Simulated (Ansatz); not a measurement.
**CuO: convergence and cost**

Aim, for CuO: sweep the plane-wave cutoff on the displaced cell.

Computed with Ansatz 0.2.0 (DFT PBEsol, scalar-relativistic, plane waves, PAW, unless a step's input says otherwise).

1 further run of the same task is left out (set aside as unsound or not needed). Runs told in other sessions of the task aren't counted.

## Step 1: The structure to begin with

Symmetry: Cccm, No. 66, orthorhombic system. The conventional cell has a = 3.982 Å, b = 4.307 Å, c = 5.156 Å, α = 90.00°, β = 90.00°, γ = 90.00°. Around Cu (site symmetry 2/m) lie 4 O at 1.95 Å. O (site symmetry 222) has 4 Cu at 1.95 Å in its first shell of neighbours.

As a file:

```xyz
4
Lattice="1.9910 -2.1536 0.0000 1.9910 2.1536 0.0000 0.0000 0.0000 5.1559" Properties=species:S:1:pos:R:3 pbc="T T T"
Cu    0.9955    1.0768    0.0000
Cu    0.9955   -1.0768    2.5780
O     1.9910    0.0000    1.2890
O     1.9910    0.0000    3.8669
```

The structure comes from the Materials Project (structure only); it is used as listed.

## Step 2: The base input

input.yaml reads:

```yaml
crystal:
  lattice:
    - [1.990968, -2.15355, 0.0]
    - [1.990968, 2.15355, 0.0]
    - [0.0, 0.0, 5.155928]
  atoms:
    - { symbol: Cu, position: [0.0, 0.5, 0.0] }
    - { symbol: Cu, position: [0.5, 0.0, 0.5] }
    - { symbol: O, position: [0.5, 0.5, 0.25] }
    - { symbol: O, position: [0.5, 0.5, 0.75] }
basis:
  ecutwfc: 420
kpoints:
  mp_grid: { grid: [14, 14, 8] }
hamiltonian:
  xc: pbesol
scf:
  occupations: { method: gaussian, width: 0.1 }
output:
  forces: true
  stress: true
  eigenvalues: true
  populations: true
  write_density: true
  write_potential: true
  elf: true
  volumetric_format: npy
```

Its results, from an earlier run: -3574.1289 eV/atom at zero smearing, pressure -6.05 GPa, largest force 0.000 eV/Å, no gap on the mesh, in 7 SCF cycles and 25 s.

The runs on the displaced cell use a copy made earlier, with the atoms moved and the axes strained (about 1 %) at random, so that forces and shear stress do not vanish.

## Step 3: Plane-wave cutoff on the displaced cell set to 200 eV

input.yaml reads:

```yaml
crystal:
  lattice:
    - [2.0020983537, -2.2010098272, 0.0291588292]
    - [1.9521302856, 2.1548140925, -0.0225834655]
    - [0.0085139745, -0.0619394827, 5.1796991639]
  atoms:
    - { symbol: Cu, position: [-0.0032510948, 0.5415648415, 0.0656106232] }
    - { symbol: Cu, position: [0.5210979807, -0.0290031121, 0.4987049539] }
    - { symbol: O, position: [0.5006637234, 0.4714371442, 0.2477522482] }
    - { symbol: O, position: [0.5178831113, 0.5129565847, 0.723457673] }
basis:
  ecutwfc: 200
kpoints:
  mp_grid: { grid: [10, 10, 6] }
hamiltonian:
  xc: pbesol
scf:
  occupations: { method: gaussian, width: 0.1 }
output:
  forces: true
  stress: true
  eigenvalues: true
```

Started as:

```bash
$ ansatz run input.yaml --threads 1 --pin off --max-ram 2560MiB --backend cpu --events-out ev --progress --plain --runs-dir out
```

The session goes on with these runs: plane-wave cutoff on the displaced cell set to 250 eV; plane-wave cutoff on the displaced cell set to 300 eV; plane-wave cutoff on the displaced cell set to 350 eV; plane-wave cutoff on the displaced cell set to 600 eV.

**Question.** What does this series show?

The runs gave:

| quantity | value |
| --- | --- |
| plane-wave cutoff on the displaced cell: within 10 and 1 meV/atom of 600 eV from | 420 eV for 10; none of the others for 1 |

**Reading.** The last step in the plane-wave cutoff on the displaced cell still changes the energy by 4.85 meV/atom: the series is not settled to 1 meV/atom. Much of this error cancels in differences between similar cells. The pressure is off by up to 18.1 GPa. Forces stay within 0.01 eV/Å of the reference from 420 eV on. In some runs cutoff or mesh lie under the advised values, so their numbers carry a basis error. The final runs have no spin polarisation, so a magnetic state may lie lower.
